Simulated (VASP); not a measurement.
**Ca: band structure with PBEsol**

The system is Ca.

```
Ca
1.0
     0.00000    2.72906    2.72906
     2.72906    0.00000    2.72906
     2.72906    2.72906    0.00000
Ca
1
Direct
  0.00000 0.00000 0.00000
```

| Quantity | Value |
| --- | --- |
| Program | VASP 6.6.1 |
| Task | band structure |
| Functional | PBEsol |
| Potentials or basis | VASP PAW PBE potentials, release 64 (Ca_sv) |
| Cutoff | 520 eV |
| k mesh | 12 × 12 × 12 |
| Occupations | methfessel-paxton, width 0.1 eV |
| Spin | no spin polarisation |
| Further INCAR settings | ALGO = Fast; EDIFF = 1e-07; NBANDS = 11 |

The pressure is 0.0 GPa and the band gap along the path is none (metal or under the smearing width).

Levels at the corners of the path, in eV from the Fermi level:
| point | band 1 | band 2 | band 3 | band 4 | band 5 | band 6 | band 7 | band 8 | band 9 | band 10 |
| --- | --- | --- | --- | --- | --- | --- | --- | --- | --- | --- |
| Γ | -41.75 | -22.74 | -22.74 | -22.74 | -4.10 | 2.38 | 2.38 | 2.38 | 3.50 | 3.50 |
| X | -41.73 | -22.89 | -22.80 | -22.80 | -0.50 | 0.54 | 1.03 | 4.22 | 4.42 | 4.42 |
| X | -41.73 | -22.89 | -22.80 | -22.80 | -0.50 | 0.54 | 1.03 | 4.22 | 4.42 | 4.42 |
| W | -41.73 | -22.85 | -22.85 | -22.80 | 0.18 | 0.71 | 0.71 | 2.64 | 4.42 | 5.40 |
| W | -41.73 | -22.85 | -22.85 | -22.80 | 0.18 | 0.71 | 0.71 | 2.64 | 4.42 | 5.40 |
| K | -41.73 | -22.87 | -22.83 | -22.79 | 0.01 | 0.40 | 0.86 | 3.35 | 4.13 | 4.50 |
| K | -41.73 | -22.87 | -22.83 | -22.79 | 0.01 | 0.40 | 0.86 | 3.35 | 4.13 | 4.50 |
| Γ | -41.75 | -22.74 | -22.74 | -22.74 | -4.10 | 2.38 | 2.38 | 2.38 | 3.50 | 3.50 |
| Γ | -41.75 | -22.74 | -22.74 | -22.74 | -4.10 | 2.38 | 2.38 | 2.38 | 3.50 | 3.50 |
| L | -41.74 | -22.90 | -22.76 | -22.76 | -1.02 | -0.12 | 2.26 | 2.26 | 4.23 | 4.23 |
| L | -41.74 | -22.90 | -22.76 | -22.76 | -1.02 | -0.12 | 2.26 | 2.26 | 4.23 | 4.23 |
| U | -41.73 | -22.87 | -22.83 | -22.79 | 0.01 | 0.40 | 0.86 | 3.35 | 4.13 | 4.50 |
| U | -41.73 | -22.87 | -22.83 | -22.79 | 0.01 | 0.40 | 0.86 | 3.35 | 4.13 | 4.50 |
| W | -41.73 | -22.85 | -22.85 | -22.80 | 0.18 | 0.71 | 0.71 | 2.64 | 4.42 | 5.40 |
| W | -41.73 | -22.85 | -22.85 | -22.80 | 0.18 | 0.71 | 0.71 | 2.64 | 4.42 | 5.40 |
| L | -41.74 | -22.90 | -22.76 | -22.76 | -1.02 | -0.12 | 2.26 | 2.26 | 4.23 | 4.23 |
| L | -41.74 | -22.90 | -22.76 | -22.76 | -1.02 | -0.12 | 2.26 | 2.26 | 4.23 | 4.23 |
| K | -41.73 | -22.87 | -22.83 | -22.79 | 0.01 | 0.40 | 0.86 | 3.35 | 4.13 | 4.50 |
| U | -41.73 | -22.87 | -22.83 | -22.79 | 0.01 | 0.40 | 0.86 | 3.35 | 4.13 | 4.50 |
| X | -41.73 | -22.89 | -22.80 | -22.80 | -0.50 | 0.54 | 1.03 | 4.22 | 4.42 | 4.42 |

Core levels (eV, on the scale of the bands):
| atom | levels |
| --- | --- |
| 1 Ca | 1s -3942.0, 2s -407.0, 2p -327.4 |

Run time: 88 s on 1 thread of Intel(R) Xeon(R) Platinum 8259CL CPU @ 2.50GHz (Skylake/Cascade Lake) (shared host), peak memory 0.21 GiB.

Caveat: the PAW data sets were made with another functional, which shifts forces and pressure a little.
